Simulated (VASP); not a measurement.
# YN (Fm-3m) in VASP: settings compared

One crystal, YN, is run at these levels: PBEsol, LDA, PBE; tasks: relaxation of cell and atoms.

Everything below comes from runs of VASP 6.6.1. Logs are shortened: lines on timing, memory, paths and dates and some standing lists are left out, and cuts for length are marked.

### 1 The structure

It takes space group Fm-3m (No. 225, cubic). The conventional cell has a = 4.897 Å, b = 4.897 Å, c = 4.897 Å, α = 90.00°, β = 90.00°, γ = 90.00°. Around Y (site symmetry m-3m) lie 6 N at 2.45 Å. N (site symmetry m-3m) has 6 Y at 2.45 Å as nearest neighbours.

The cell comes from a database or a generator and needn't be the stable form of this composition.

### 2 Relaxation of cell and atoms, PBEsol

File INCAR:

```
  PREC = Accurate
  ENCUT = 600
  EDIFF = 1E-7
  ISMEAR = 0
  SIGMA = 0.1
  LREAL = False
  LASPH = True
  NELM = 60
  ALGO = Normal
  ISIF = 3
  LWAVE = False
  LCHARG = False
  GGA = PS
  IBRION = 2
  NSW = 90
  EDIFFG = -0.005
```

File KPOINTS:

```
regular mesh
0
Gamma
  12 12 12
```

File POSCAR:

```
YN
1.0
    0.0000000000      2.4483614500      2.4483614500
    2.4483614500      0.0000000000      2.4483614500
    2.4483614500      2.4483614500      0.0000000000
Y N
1 1
Direct
    0.0000000000      0.0000000000      0.0000000000
    0.5000000000      0.5000000000      0.5000000000
```

Potentials or basis: VASP PAW PBE potentials, release 64 (Y_sv, N).

Command:

```sh
$ cat potpaw_PBE.64/Y_sv/POTCAR potpaw_PBE.64/N/POTCAR > POTCAR
$ mpirun -np 1 vasp_std > vasp.out
```

OUTCAR:

```text
PREC = Accurate
   ENCUT = 600
   EDIFF = 1E-7
   ISMEAR = 0
   LREAL = False
   LASPH = True
   NELM = 60
   ISIF = 3
   GGA = PS
   IBRION = 2
   NSW = 90
   EDIFFG = -0.005

 ion  position               nearest neighbor table
   1  0.000  0.000  0.000-   2 2.45   2 2.45   2 2.45   2 2.45   2 2.45   2 2.45
   2  0.500  0.500  0.500-   1 2.45   1 2.45   1 2.45   1 2.45   1 2.45   1 2.45

  LATTYP: Found a face centered cubic cell.
 ALAT       =     4.8967229000

  Lattice vectors:

 A1 = (   0.0000000000,   2.4483614500,   2.4483614500)
 A2 = (   2.4483614500,   0.0000000000,   2.4483614500)
 A3 = (   2.4483614500,   2.4483614500,   0.0000000000)

Analysis of symmetry for initial positions (statically):
=====================================================================
 Subroutine PRICEL returns:
 Original cell was already a primitive cell.

 Routine SETGRP: Setting up the symmetry group for a
 face centered cubic supercell.

 Subroutine GETGRP returns: Found 48 space group operations
 (whereof 48 operations were pure point group operations)
 out of a pool of 48 trial point group operations.

The static configuration has the point symmetry O_h .

Analysis of symmetry for dynamics (positions and initial velocities):
=====================================================================
 Subroutine PRICEL returns:
 Original cell was already a primitive cell.

 Routine SETGRP: Setting up the symmetry group for a
 face centered cubic supercell.

 Subroutine GETGRP returns: Found 48 space group operations
 (whereof 48 operations were pure point group operations)
 out of a pool of 48 trial point group operations.

The dynamic configuration has the point symmetry O_h .

 Subroutine INISYM returns: Found 48 space group operations
 (whereof 48 operations are pure point group operations),
 and found     1 'primitive' translations

----------------------------------------------------------------------------------------

                                     Primitive cell

  volume of cell :      29.3533

  direct lattice vectors                    reciprocal lattice vectors
     0.000000000  2.448361450  2.448361450    -0.204218213  0.204218213  0.204218213
     2.448361450  0.000000000  2.448361450     0.204218213 -0.204218213  0.204218213
     2.448361450  2.448361450  0.000000000     0.204218213  0.204218213 -0.204218213

  length of vectors
     3.462505968  3.462505968  3.462505968     0.353716321  0.353716321  0.353716321

  position of ions in fractional coordinates (direct lattice)
     0.000000000  0.000000000  0.000000000
     0.500000000  0.500000000  0.500000000

  ion indices of the primitive-cell ions
   primitive index   ion index
                 1           1
                 2           2

----------------------------------------------------------------------------------------

 KPOINTS: regular mesh

Automatic generation of k-mesh.
 Grid dimensions read from file:
 generate k-points for:   12   12   12

 Generating k-lattice:

  Cartesian coordinates                     Fractional coordinates (reciprocal lattice)
    -0.017018184  0.017018184  0.017018184     0.083333333  0.000000000  0.000000000
     0.017018184 -0.017018184  0.017018184     0.000000000  0.083333333  0.000000000
     0.017018184  0.017018184 -0.017018184     0.000000000  0.000000000  0.083333333

  Length of vectors
     0.029476360  0.029476360  0.029476360

  Shift w.r.t. Gamma in fractional coordinates (k-lattice)
     0.000000000  0.000000000  0.000000000

 Subroutine IBZKPT returns following result:
 ===========================================

 Found     72 irreducible k-points:

 Following reciprocal coordinates:
            Coordinates               Weight
  0.000000  0.000000  0.000000      1.000000
  0.083333  0.000000  0.000000      8.000000
  0.166667  0.000000  0.000000      8.000000
  0.250000  0.000000  0.000000      8.000000
  0.333333  0.000000  0.000000      8.000000
  0.416667  0.000000  0.000000      8.000000
[... 16 lines left out ...]
  0.500000  0.166667  0.000000     24.000000
 -0.416667  0.166667  0.000000     24.000000
 [... further k-points ...]
   k-points           NKPTS =     72   k-points in BZ     NKDIM =     72   number of bands    NBANDS=     12
   number of dos      NEDOS =    301   number of ions     NIONS =      2
   total plane-waves  NPLWV =  21952
   dimension x,y,z NGX =    28 NGY =   28 NGZ =   28
   dimension x,y,z NGXF=    56 NGYF=   56 NGZF=   56
   ions per type =               1   1
   NGX,Y,Z   is equivalent  to a cutoff of  13.44, 13.44, 13.44 a.u.
   NGXF,Y,Z  is equivalent  to a cutoff of  26.89, 26.89, 26.89 a.u.
 SYSTEM =  unknown system
   PREC   = accura    normal or accurate (medium, high low for compatibility)
   ISTART =      0    job   : 0-new  1-cont  2-samecut
   ICHARG =      2    charge: 1-file 2-atom 10-const
   ISPIN  =      1    spin polarized calculation?
   LNONCOLLINEAR =      F non collinear calculations
   LSORBIT =      F    spin-orbit coupling
   LASPH  =      T    aspherical Exc in radial PAW
   ENCUT  =  600.0 eV  44.10 Ry    6.64 a.u.   6.92  6.92  6.92*2*pi/ulx,y,z
   NELM   =     60;   NELMIN=  2; NELMDL= -5     # of ELM steps
   EDIFF  = 0.1E-06   stopping-criterion for ELM
   LREAL  =      F    real-space projection
   EDIFFG = -.5E-02   stopping-criterion for IOM
   NSW    =     90    number of steps for IOM
   IBRION =      2    ionic relax: 0-MD 1-quasi-New 2-CG
   NFREE  =      1    steps in history (QN), initial steepest desc. (CG)
   ISIF   =      3    stress and relaxation
   ISYM   =      2    0-nonsym 1-usesym 2-fastsym
   POTIM  = 0.5000    time-step for ionic-motion
   TEBEG  =    0.0;   TEEND  =   0.0 temperature during run
   PSTRESS=    0.0 pullay stress
   NELECT =      16.0000    total number of electrons
   NUPDOWN=      -1.0000    fix difference up-down
   EMIN   =  10.00;   EMAX   =-10.00  energy-range for DOS
   EFERMI =   0.00;   METHOD = LEGACY
   ISMEAR =     0;   SIGMA  =   0.10  broadening in eV -4-tet -1-fermi 0-gaus
   EFERMI_NEDOS =   21; number of points for ismear=-14 and -15
   IALGO  =     38    algorithm
   IMIX   =      4    mixing-type and parameters
     AMIX     =   0.40;   BMIX     =  1.00
     AMIX_MAG =   1.60;   BMIX_MAG =  1.00
  volume/ion in A,a.u.               =      14.68        99.04
  Fermi-wavevector in a.u.,A,eV,Ry     =   1.337301  2.527133 24.332319  1.788375
  Thomas-Fermi vector in A             =   2.465861
   LORBIT       =      0    0 simple, 1 ext, 2 COOP (PROOUT), +10 PAW based schemes
   GGA     = PS    functional components
   LHFCALC =     F    Hartree Fock is set to
   AEXX    =    0.0000 exact exchange contribution
   IVDW    =     0    specifies the selected vdW correction
   LEPSILON=     F    determine dielectric tensor
   LRPA    =     F    only Hartree local field effects (RPA)
 conjugate gradient relaxation of ions
 non-spin polarized calculation
 Gauss-broadening in eV      SIGMA  =   0.10
  energy-cutoff  :      600.00
  volume of cell :       29.35
 maximum number of plane-waves:      1002
   NGX = 13   NGY = 13   NGZ = 13

--------------------------------------- Ionic step        1  -------------------------------------------

 number of electron      16.0000002 magnetization

 Free energy of the ion-electron system (eV)
  ---------------------------------------------------
  ext. energy  EPLUGINS =         0.00000000
  ---------------------------------------------------
  free energy    TOTEN  =       -19.12349829 eV

  energy without entropy =      -19.12335052  energy(sigma->0) =      -19.12342441

------------------------ aborting loop because EDIFF is reached ----------------------------------------

  FORCE on cell =-STRESS in cart. coord.  units (eV):
  Direction    XX          YY          ZZ          XY          YZ          ZX
  --------------------------------------------------------------------------------------
  -------------------------------------------------------------------------------------
  Total       -0.7826574     -0.7826574     -0.7826574      0.0000000      0.0000000      0.0000000
  in kB      -42.7194554    -42.7194554    -42.7194554      0.0000000      0.0000000      0.0000000
  external PRESSURE =     -42.7194554 kB  Pullay stress =       0.0000000 kB

 VOLUME and BASIS-vectors are now :
 -----------------------------------------------------------------------------
  energy-cutoff  :      600.00
  volume of cell :       29.35
      direct lattice vectors                 reciprocal lattice vectors
     0.000000000  2.448361450  2.448361450    -0.204218213  0.204218213  0.204218213
     2.448361450  0.000000000  2.448361450     0.204218213 -0.204218213  0.204218213
     2.448361450  2.448361450  0.000000000     0.204218213  0.204218213 -0.204218213
[... 37 lines left out ...]
 POSITION                                       TOTAL-FORCE (eV/Angst)
 -----------------------------------------------------------------------------------
      2.40214      2.40214      0.00000         0.000000     -0.000000      0.000000
      2.40214      2.40214      2.40214        -0.000000      0.000000     -0.000000
 -----------------------------------------------------------------------------------
    total drift:                                0.000000      0.000000      0.000000

  FREE ENERGIE OF THE ION-ELECTRON SYSTEM (eV)
  ---------------------------------------------------
  free  energy   TOTEN  =       -19.1191575608 eV

  energy  without entropy=      -19.1189066478  energy(sigma->0) =      -19.11903210

--------------------------------------- Ionic step        3  -------------------------------------------

 number of electron      16.0000001 magnetization

 Free energy of the ion-electron system (eV)
  ---------------------------------------------------
  ext. energy  EPLUGINS =         0.00000000
  ---------------------------------------------------
  free energy    TOTEN  =       -19.13393675 eV

  energy without entropy =      -19.13374112  energy(sigma->0) =      -19.13383894

 E-fermi :   4.1696     XC(G=0): -11.5509

 val. band max:        4.1337442410   @ k =   0.0000   0.0000   0.0000
 cond. band min:       4.2046477206   @ k =   0.5000   0.5000   0.0000
 fundamental gap:      0.0709034796
 Fermi energy:         4.1696187855

 k-point     1 :       0.0000    0.0000    0.0000
  band No.  band energies     occupation
      1     -36.4640      2.00000
      2     -16.1132      2.00000
      3     -16.1132      2.00000
      4     -16.1132      2.00000
      5      -8.7880      2.00000
      6       4.1337      1.38809
      7       4.1337      1.38809
      8       4.1337      1.38809
      9       7.2613      0.00000
     10       7.2613      0.00000
     11       7.2613      0.00000
     12       8.4060      0.00000

 k-point     2 :       0.0833    0.0000    0.0000
  band No.  band energies     occupation
      1     -36.4552      2.00000
      2     -16.2113      2.00000
      3     -16.1194      2.00000
      4     -16.1194      2.00000
      5      -8.6541      2.00000
      6       3.6677      2.00000
      7       3.8785      1.99996
      8       3.8785      1.99996
      9       7.3201      0.00000
     10       7.4405      0.00000
     11       7.4405      0.00000
     12       8.8239      0.00000
[... 316 lines left out ...]
 k-point    24 :      -0.4167    0.1667    0.0000
  band No.  band energies     occupation
      1     -36.3166      2.00000
      2     -17.2179      2.00000
      3     -16.4106      2.00000
      4     -16.2446      2.00000
      5      -7.1891      2.00000
      6       0.5010      2.00000
      7       2.0200      2.00000
      8       2.1565      2.00000
      9       9.0726      0.00000
     10       9.5595      0.00000
     11      10.4781      0.00000
     12      12.3905      0.00000

 [... further k-points ...]

------------------------ aborting loop because EDIFF is reached ----------------------------------------

  FORCE on cell =-STRESS in cart. coord.  units (eV):
  Direction    XX          YY          ZZ          XY          YZ          ZX
  --------------------------------------------------------------------------------------
  -------------------------------------------------------------------------------------
  Total       -0.0047415     -0.0047415     -0.0047415      0.0000000      0.0000000      0.0000000
  in kB       -0.2656846     -0.2656846     -0.2656846      0.0000000      0.0000000      0.0000000
  external PRESSURE =      -0.2656846 kB  Pullay stress =       0.0000000 kB

 VOLUME and BASIS-vectors are now :
 -----------------------------------------------------------------------------
  energy-cutoff  :      600.00
  volume of cell :       28.59
      direct lattice vectors                 reciprocal lattice vectors
     0.000000000  2.427033556  2.427033556    -0.206012809  0.206012809  0.206012809
     2.427033556  0.000000000  2.427033556     0.206012809 -0.206012809  0.206012809
     2.427033556  2.427033556  0.000000000     0.206012809  0.206012809 -0.206012809

 POSITION                                       TOTAL-FORCE (eV/Angst)
 -----------------------------------------------------------------------------------
      0.00000      0.00000      0.00000        -0.000000     -0.000000      0.000000
      2.42703      2.42703      2.42703         0.000000      0.000000     -0.000000
 -----------------------------------------------------------------------------------
    total drift:                                0.000000      0.000000      0.000000

  FREE ENERGIE OF THE ION-ELECTRON SYSTEM (eV)
  ---------------------------------------------------
  free  energy   TOTEN  =       -19.1339367490 eV

  energy  without entropy=      -19.1337411232  energy(sigma->0) =      -19.13383894

 reached required accuracy - stopping structural energy minimisation
```

It took 53 s on 1 thread of AMD EPYC 9R45 (Zen 5), shared host; peak memory 0.18 GiB.

Results:

```
Free energy                            : -19.1339 eV
Relaxed volume                         : 14.30 Å³/atom
Relaxed cell                           : a = 3.432 Å, b = 3.432 Å, c = 3.432 Å, α = 60.00°, β = 60.00°, γ = 60.00°
Space group after relaxing (to 0.05 Å) : Fm-3m (No. 225)
Energy gained by relaxing              : 5.2 meV/atom
Ionic steps                            : 3
Pressure after relaxing                : 0.0 GPa
Band gap on the k mesh                 : 0.07 eV, indirect (least direct gap 0.44 eV)
```

Step by step:
```
step  energy change (eV)  largest force (eV/Å)  pressure (GPa)  volume (Å³)
   1              0.0000                0.0000           -4.27        29.35
   2              0.0043                0.0000            5.62        27.72
   3             -0.0104                0.0000           -0.03        28.59
```

Final structure:
```xyz
2
Lattice="0.0000 2.4270 2.4270 2.4270 0.0000 2.4270 2.4270 2.4270 0.0000" Properties=species:S:1:pos:R:3 pbc="T T T"
Y     0.0000    0.0000    0.0000
N     2.4270    2.4270    2.4270
```

Caveat: the PAW data sets were made with another functional, which shifts forces and pressure a little. A k mesh can miss the band edges.

### 3 Relaxation of cell and atoms, LDA

Changes to INCAR since step 2:

```diff
@@ -12,3 +12,2 @@
   LCHARG = False
-  GGA = PS
   IBRION = 2
```

KPOINTS is that of step 2.

POSCAR is that of step 2.

Potentials or basis: VASP PAW LDA potentials, release 64 (Y_sv, N).

Command:

```sh
$ cat potpaw_LDA.64/Y_sv/POTCAR potpaw_LDA.64/N/POTCAR > POTCAR
$ mpirun -np 1 vasp_std > vasp.out
```

It took 76 s on 1 thread of AMD EPYC 9R45 (Zen 5), shared host; peak memory 0.17 GiB.

Results (log left out):

| Item | Value |
| --- | --- |
| Free energy | -19.8893 eV |
| Relaxed volume | 14.00 Å³/atom |
| Relaxed cell | a = 3.409 Å, b = 3.409 Å, c = 3.409 Å, α = 60.00°, β = 60.00°, γ = 60.00° |
| Space group after relaxing (to 0.05 Å) | Fm-3m (No. 225) |
| Energy gained by relaxing | 16.9 meV/atom |
| Ionic steps | 6 |
| Pressure after relaxing | 0.0 GPa |
| Band gap on the k mesh | 0.01 eV, indirect (least direct gap 0.36 eV) |

Step by step:
```csv
step,energy change (eV),largest force (eV/Å),pressure (GPa),volume (Å³)
1,0.0000,0.0000,-7.73,29.35
2,0.0206,0.0000,11.73,26.45
3,-0.0338,0.0000,-0.10,28.02
4,-0.0338,0.0000,0.07,28.00
5,-0.0338,0.0000,-0.09,28.02
6,-0.0338,0.0000,0.00,28.01
```

Final structure:
```cif
data_structure
_symmetry_space_group_name_H-M 'P 1'
_symmetry_Int_Tables_number 1
_cell_length_a 3.4087
_cell_length_b 3.4087
_cell_length_c 3.4087
_cell_angle_alpha 60.000
_cell_angle_beta 60.000
_cell_angle_gamma 60.000
_cell_volume 28.01
loop_
_atom_site_label
_atom_site_type_symbol
_atom_site_fract_x
_atom_site_fract_y
_atom_site_fract_z
_atom_site_occupancy
Y1 Y 0.00000 0.00000 0.00000 1
N1 N 0.50000 0.50000 0.50000 1
```

Levels at points of the mesh, in eV from the valence-band top:
| k point | band 5 | band 6 | band 7 | band 8 | band 9 | band 10 | band 11 | band 12 |
| --- | --- | --- | --- | --- | --- | --- | --- | --- |
| (0.00, 0.00, 0.00) | -12.80 | 0.00 | 0.00 | 0.00 | 3.11 | 3.11 | 3.11 | 4.54 |
| (0.50, 0.00, 0.00) | -10.77 | -4.25 | -2.39 | -2.39 | 5.87 | 6.58 | 6.58 | 6.96 |
| (0.50, 0.50, 0.00) | -12.37 | -1.39 | -0.35 | -0.35 | 0.01 | 7.11 | 7.70 | 8.24 |

[end of part 1 of 2]
